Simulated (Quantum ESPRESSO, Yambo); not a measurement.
# A GW chain in Yambo: AgBr (Fm-3m), part 3 of 3

Wanted: ground state, empty states, screening and self-energy for AgBr (Fm-3m).

Quantum ESPRESSO 7.5 and Yambo 5.3.0; PBE and many-body steps on it, plane waves. Known limits of the many-body steps: not at the basis limit; d shell near the gap, gap tends to lie low; coarse k mesh.

So far. Step 3 (Bands along the symmetry lines): The gap is 0.588 eV, as in the run before at this level. Step 4 (Empty states on the mesh, 4×4×4 mesh, 490 bands): On this mesh the gap is 0.588 eV.

The database entry behind the starting cell differs from later determinations by our own check (about 0.6 % short of the room-temperature cell), so it need not match the best structure at ambient conditions.

### 6. Screening and self-energy, 4×4×4 mesh, 490 bands, screening to 231.3 eV

Now the one-shot GW correction: screening in the RPA, then the self-energy of the levels asked for.

This step: G0W0 on PBE with spin-orbit coupling, plane waves, norm-conserving pseudopotentials.

The input, gw4.in:

```
HF_and_locXC
gw0
dyson
ppa
em1d
rim_cut
RandQpts= 1000000
RandGvec= 1 RL
EXXRLvcs= 76 Ry
VXCRLvcs= 304 Ry
Chimod= "HARTREE"
% BndsRnXp
 1 | 490 |
%
NGsBlkXp= 17 Ry
% LongDrXp
 1 | 1 | 1 |
%
% GbndRnge
 1 | 490 |
%
DysSolver= "n"
ExtendOut
PPAPntXp= 27.21138 eV
% QPkrange
 3 | 3 | 33 | 40 |
 1 | 1 | 33 | 40 |
%
```

Started as:

```
OMP_NUM_THREADS=1 mpirun -n 4 yambo -F gw4.in -J gw4 -C gw4 > gw4.log
```

Log:

```text
 Yambo, version 5.3.0

 [02] CORE Variables Setup
 =========================

  [... cell, symmetries and grids as in the set-up ...]

  [02.05] Energies & Occupations
  ==============================

  [X] === General ===
  [X] Electronic Temperature                        :  0.000000  0.000000 [eV K]
  [X] Bosonic    Temperature                        :  0.000000  0.000000 [eV K]
  [X] Finite Temperature mode                       : no
  [X] El. density                                   :  0.76131E+24 [cm-3]
  [X] Fermi Level                                   :  9.810201 [eV]

  [X] === Gaps and Widths ===
  [X] Conduction Band Min                           :  0.587811 [eV]
  [X] Valence Band Max                              :  0.000000 [eV]
  [X] Filled Bands                                  :   36
  [X] Empty Bands                                   :    37   490
  [X] Direct Gap                                    :  2.426117 [eV]
  [X] Direct Gap localized at k                     :  1
  [X] Indirect Gap                                  :  0.587811 [eV]
  [X] Indirect Gap between kpts                     :  3  1
  [X] Last valence band width                       :  2.180616 [eV]
  [X] 1st conduction band width                     :  4.307866 [eV]

 [03] Transferred momenta grid and indexing
 ==========================================

 IBZ Q-points                                      :   8
 BZ  Q-points                                      :   64

 K/Q-points units:
 rlu = crystal or reduced units; cc = cartesian coordinates; iku = interal k-units

 Q [1]          [rlu]:  0.000000  0.000000  0.000000
 Q [2]          [rlu]:  0.11377E-17  0.11377E-17  0.25000
 Q [3]          [rlu]: -0.22755E-17 -0.22755E-17 -0.50000
 Q [4]          [rlu]: -0.11010E-17  0.25000      0.25000
 Q [5]          [rlu]:  0.15016E-16  0.25000      0.50000
 Q [6]          [rlu]: -0.22755E-17  0.25000     -0.25000
 Q [7]          [rlu]:  0.22019E-17 -0.50000     -0.50000
 Q [8]          [rlu]:  0.250000 -0.500000 -0.250000

 [04] Coloumb potential Random Integration (RIM)
 ===============================================

  [04.01] RIM initialization
  ==========================

  * Diagonal components only detected *

  8 x (sBL volume)        :  0.097165 [a.u.]
  sBZ random points       :  1000000
  Points outside the sBZ  :   7968281
  RL volume               :  0.777319 [a.u.]
  Integrated volume       :  0.780413 [a.u.]

  [04.02] RIM integrals
  =====================

  Gamma point sphere radius             :  0.083391 [a.u.]
  Points outside the sphere             :   800476
  [Int_sBZ(q=0) 1/q^2]*(Vol_sBZ)^(-1/3) =:  7.776341
                                 should be <:  7.795600

  Summary of Coulomb integrals for non-metallic bands |Q|[au] RIM/Bare

  Q [1] 0.100000E-4 0.997530 * Q [2] 0.250811 1.068455
  Q [4] 0.289612 1.066792 * Q [6] 0.409573 1.029758
  Q [5] 0.480267 1.022667 * Q [3] 0.501623 1.020719
  Q [7] 0.579224 1.017590 * Q [8] 0.647592 1.014588

 [05] Dipoles
 ============

  [05.01] Setup: observables and procedures
  =========================================

  [WARNING] [x,Vnl] slows the Dipoles computation. To neglect it rename the ns.kb_pp file

 [06] Dynamic Dielectric Matrix (PPA)
 ====================================

 [WR./gw4//ndb.pp]---------------------------------------------------------------
  Brillouin Zone Q/K grids (IBZ/BZ)                :    8   64    8   64
  RL vectors                                       :   4477 [WF]
  Coulomb cutoff potential                         : none
  Electronic Temperature                           :  0.000000 [K]
  Bosonic    Temperature                           :  0.000000 [K]
  PPA    diel. fun.  energies                      : Perdew, Burke & Ernzerhof(X)+Perdew, Burke & Ernzerhof(C)
  wavefunctions                                    : Perdew, Burke & Ernzerhof(X)+Perdew, Burke & Ernzerhof(C)
  Global Gauge                                     : length
  X matrix size                                    :   387
  X band range                                     :     1   490
  X e/h energy range                               : -1.000000 -1.000000 [eV]
  X Time ordering                                  : R
  X Hxc Kernel                                     : HARTREE
  X Drude frequency                                :  0.000000  0.000000
  X poles                                          :  100.0000 [o/o]
  RL vectors in the sum                            :   4477
  [r,Vnl] included                                 : yes
  Field direction                                  :  0.577350E-5  0.577350E-5  0.577350E-5
  BZ energy Double Grid                            : no
  BZ energy DbGd points                            : 0
  BZ Q point size factor                           : -1.000000
  X Optical Averaged directions                    : none

 [07] Local Exchange-Correlation + Non-Local Fock
 ================================================

 [VXC] Plane waves :  28571
 [EXS] Plane waves :   3647

 QP @ state[ 1 ] K range:  1  1
 QP @ state[ 1 ] b range:   33   40
 QP @ state[ 2 ] K range:  3  3
 QP @ state[ 2 ] b range:   33   40

 [xc] Functional : Perdew, Burke & Ernzerhof(X)+Perdew, Burke & Ernzerhof(C)
 [xc] LIBXC used to calculate xc functional
  PP Number of Atomic Species                      :  2
  NLCC RL compoments                               :  28571
  PP Number of Atomic Species                      :  2
  NLCC RL compoments                               :  28571

 [xc] E_xc :  -26.50157 [Ha]
      E_xc :  -53.00314 [Ry]

  Local XC kind (lXC) : Perdew, Burke & Ernzerhof(X)+Perdew, Burke & Ernzerhof(C)
  Non-Local XC kind (nlXC) : Hartree-Fock

  Corrections @ K [1] :  [eV]
 <33|nlXC|33> = -19.68033 -0.61663E-17 <33|lXC|33> = -14.85735  0.80248E-11
 <34|nlXC|34> = -19.68035  0.25270E-17 <34|lXC|34> = -14.85735  0.95393E-10
 <35|nlXC|35> = -19.68028  0.90596E-17 <35|lXC|35> = -14.85735 -0.15859E-09
 <36|nlXC|36> = -19.68028  0.39416E-17 <36|lXC|36> = -14.85735  0.25469E-09
 <37|nlXC|37> = -7.974820  0.48611E-18 <37|lXC|37> = -11.70332  0.48088E-09
 <38|nlXC|38> = -7.974820 -0.24697E-17 <38|lXC|38> = -11.70332  0.47499E-11
 <39|nlXC|39> = -6.541203  0.16167E-18 <39|lXC|39> = -11.69123 -0.26698E-09
 <40|nlXC|40> = -6.541382 -0.28979E-18 <40|lXC|40> = -11.69123  0.75613E-11

  Corrections @ K [3] :  [eV]
 <33|nlXC|33> = -26.59374  0.17897E-16 <33|lXC|33> = -21.30844 -0.73071E-09
 <34|nlXC|34> = -26.59374 -0.94822E-17 <34|lXC|34> = -21.30844 -0.54643E-09
 <35|nlXC|35> = -25.76841  0.88122E-17 <35|lXC|35> = -20.69499 -0.24755E-09
 <36|nlXC|36> = -25.76841  0.86984E-17 <36|lXC|36> = -20.69499 -0.94467E-09
 <37|nlXC|37> = -5.468402 -0.10088E-17 <37|lXC|37> = -9.408051  0.23519E-10
 <38|nlXC|38> = -5.468402 -0.24639E-17 <38|lXC|38> = -9.408051  0.91592E-09
 <39|nlXC|39> = -9.528947 -0.85769E-18 <39|lXC|39> = -14.59662 -0.68309E-10
 <40|nlXC|40> = -9.528947 -0.77696E-18 <40|lXC|40> = -14.59662 -0.46130E-10

 [08] Dyson equation: Newton solver
 ==================================

  [08.01] G0W0 (W PPA)
  ====================

  [  GW  ] Bands range     :     1   490
  [GW/PPA] G damping       :  0.100000 [eV]

  QP @ state[ 1 ] K range:  1  1
  QP @ state[ 1 ] b range:   33   40
  QP @ state[ 2 ] K range:  3  3
  QP @ state[ 2 ] b range:   33   40

   Sc/G bands                                       :     1   490
   Sc/G damping                                     :  0.100000 ev
   Sc bands terminator                              : no
   Sx RL components                                 :   3647

   QP @ state[ 1 ] K range                          :  1  1
   QP @ state[ 1 ] b range                          :   33   40
   QP @ state[ 2 ] K range                          :  3  3
   QP @ state[ 2 ] b range                          :   33   40
   GF energies kind                                 : Perdew, Burke & Ernzerhof(X)+Perdew, Burke & Ernzerhof(C)
   GF WF`s kind                                     : Perdew, Burke & Ernzerhof(X)+Perdew, Burke & Ernzerhof(C)
   Xs energies kind                                 : Perdew, Burke & Ernzerhof(X)+Perdew, Burke & Ernzerhof(C)
   Xs WF`s kind                                     : Perdew, Burke & Ernzerhof(X)+Perdew, Burke & Ernzerhof(C)

 [11] Game Over & Game summary
```

The job ended after 28 min (4 MPI ranks of Arm Neoverse V1, shared host; peak memory 4.5 GiB).

Numbers from this step:

- G0W0 gap on the points computed: 1.998 eV
- starting gap on the mesh: 0.5878 eV
- k of the valence top: 0, 0, -0.5
- k of the conduction bottom: 0, 0, 0
- least direct G0W0 gap on the computed points: 4.321 eV
- Z at the valence top: 0.8024
- Z at the conduction bottom: 0.8275

The gap on the mesh goes from 0.59 eV to 2.00 eV, a correction of +1.41 eV.

Limits: finite bands, cutoff and mesh; d shell near the gap, gap tends to lie low; coarse k mesh. v1 is the top filled band, c1 the lowest empty one. The levels before and after the correction (eV, zero at the valence-band top of each column):

```csv
,conduction bottom,valence top
Kohn-Sham,0.59,0.00
G0W0,2.00,0.00
```

|  | level | energy (eV) |
| --- | --- | --- |
| Kohn-Sham | Γ v3-v1 | -1.838 |
| Kohn-Sham | Γ c1-c2 | 0.588 |
| Kohn-Sham | Γ c3 | 9.814 |
| Kohn-Sham | (0 0 -0.5) v3 | -0.145 |
| Kohn-Sham | (0 0 -0.5) v2-v1 | 0.000 |
| Kohn-Sham | (0 0 -0.5) c1-c2 | 3.644 |
| Kohn-Sham | (0 0 -0.5) c3 | 6.512 |
| G0W0 | Γ v3-v1 | -2.323 |
| G0W0 | Γ c1-c2 | 1.998 |
| G0W0 | Γ c3 | 11.813 |
| G0W0 | (0 0 -0.5) v3 | -0.120 |
| G0W0 | (0 0 -0.5) v2-v1 | 0.000 |
| G0W0 | (0 0 -0.5) c1-c2 | 5.080 |
| G0W0 | (0 0 -0.5) c3 | 7.989 |

### 7. Where the time went

Times are wall times on the hardware named with each run, good to a factor of about two.

```csv
step,time,share,memory (GiB)
ground state,28 s,1 %,0.49
bands along the symmetry lines,25 s,1 %,0.36
empty states on the mesh,2.2 min,7 %,1.5
conversion and set-up,3.2 s,0 %,0.25
screening and self-energy,28 min,90 %,4.5
```

### 8. Summary of results

| Quantity | Value |
| --- | --- |
| PBE gap | 0.59 eV, indirect |
| G0W0 gap on the mesh | 2.00 eV |
| GW settings | 4×4×4 mesh, 490 bands, screening to 231.3 eV, Godby-Needs plasmon pole |
| known limits | not at the basis limit; d shell near the gap, gap tends to lie low; coarse k mesh |

**Reading.** G0W0 moves the gap on the mesh from 0.59 eV to 2.00 eV (+1.41 eV), with Z of 0.80 and 0.83 at the edges. Only 2 of the mesh's irreducible points were corrected, so a valley elsewhere could overtake. The dearest step here is «screening and self-energy». Bands and cutoff are finite, so the gap is not at the basis limit. The miss can reach some tenths of an eV and take either sign; the mesh is an error of its own. In the G0W0 run levels were corrected at 2 k points alone, so a gap called «on the mesh» is the least over those, and an edge elsewhere would be missed. The 4×4×4 mesh is coarse for this cell, which bears on the long-range parts of exchange and screening. A d shell, filled or nearly so, lies near the gap. One-shot GW converges very slowly in bands there, not always from below, and on a semilocal start the gap tends to come out low; starts rich in exact exchange can overshoot instead.

[Paths, hosts, dates, memory and timing lines, banners, echoed tables and standing remarks are left out of the program output.]

[Logs are printed without paths, hosts, clocks, repeated set-up lines and the standing remarks that a program may print on its own settings, such as how far it seeks lower states.]

[Runs of the session that timed out or met a known fault of the program may be left out.]

[Hosts, paths, dates, database ids (printed as entryN), source tags and the programs' standing remarks are cut or masked in the printed files.]
